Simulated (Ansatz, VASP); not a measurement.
**Two plane-wave programs on Hf**

The input INCAR:

```
PREC = Accurate ; ENCUT = 520
EDIFF = 1E-7 ; ISMEAR = -1
SIGMA = 0.1 ; LREAL = F
LASPH = T ; NELM = 60
ALGO = Normal ; ISIF = 2
LWAVE = F ; LCHARG = F
GGA = CA ; NBANDS = 11
```

The input KPOINTS:

```
Automatic mesh
0
Gamma
  14 14 14
```

Contents of POSCAR:

```
Hf
1.0
   -1.6992198441      1.6992198441      1.6992198441
    1.6992198441     -1.6992198441      1.6992198441
    1.6992198441      1.6992198441     -1.6992198441
Hf
1
Direct
    0.0000000000      0.0000000000      0.0000000000
```

Input for Ansatz:

```yaml
crystal:
  lattice:
    - [-1.6992198441, 1.6992198441, 1.6992198441]
    - [1.6992198441, -1.6992198441, 1.6992198441]
    - [1.6992198441, 1.6992198441, -1.6992198441]
  atoms:
    - { symbol: Hf, position: [0.0, 0.0, 0.0] }
hamiltonian:
  xc: lda
  pseudopotentials:
    kind: paw
    azcp:
      Hf: "pseudopotentials/Hf.paw.azcp"
basis:
  ecutwfc: 420
  fft_grid_basis: typed
kpoints:
  mp_grid: { grid: [14, 14, 14], shift: [0, 0, 0] }
magnetization:
  spin_polarized: false
scf:
  occupations: { method: fermi_dirac, width: 0.1 }
  lower_state_search: "off"
output:
  stress: true
  write_density: true
  write_potential: true
  elf: true
  volumetric_format: npy
```

Alike in both runs: task single point; functional LDA; k mesh 14 × 14 × 14; occupations fermi-dirac, width 0.1 eV; no spin polarisation.

```csv
,VASP,Ansatz
version,VASP 6.6.1,Ansatz 0.2.0
potentials or method,"VASP PAW LDA potentials, release 64 (Hf_pv)","plane waves (420 eV) with PAW, scalar-relativistic"
plane-wave cutoff (eV),520,420
valence electrons in the cell,10,26
```

|  | VASP | Ansatz | Ansatz less VASP |
| --- | --- | --- | --- |
| pressure (GPa) | 5.2 | 5.0 | -0.19 |

The two sets of potentials don't hold the same shells in valence. Ansatz warned: «pseudo_functional_mismatch».

The runs have no spin-orbit coupling, so splittings on Hf are missing.
